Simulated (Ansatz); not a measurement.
Runs of Ansatz 0.2.0 on W. It takes space group Im-3m (No. 229, cubic). The conventional cell has a = 3.165 Å, b = 3.165 Å, c = 3.165 Å, α = 90.00°, β = 90.00°, γ = 90.00°. Around W (site symmetry m-3m) lie 8 W at 2.74 Å. 

| potentials or basis | cutoff (eV) | gap on the mesh (eV) | pressure (GPa) |
| --- | --- | --- | --- |
| PseudoDojo stringent (PBE files) | 1007 | none | 6.0 |
| Ansatz PAW earlier set | 760 | none | 6.0 |
| JTH PAW | 1290 | none | (a) |
| SPMS NC | 435 | none | 5.9 |
| Ansatz PAW | 420 | none | 5.8 |
| PseudoDojo standard (PBE files) | 1007 | none | 6.0 |
| Ansatz PAW earlier set | 880 | none | 6.0 |

Alike in all rows: task band structure; level PBE; no spin polarisation; cell as given; k mesh 12 × 12 × 12; smearing fermi-dirac 0.05 eV.

Question: Estimate the missing entries.

Answer: (a) 6.3.

Caveats: spin-orbit coupling is left out, which moves the levels of the heavy elements.

A k mesh can miss the band edges, and the runs leave out spin-orbit coupling on W.

A gap of «none» marks a metal or a gap under the smearing width.

The runs don't all hold the same shells in valence.
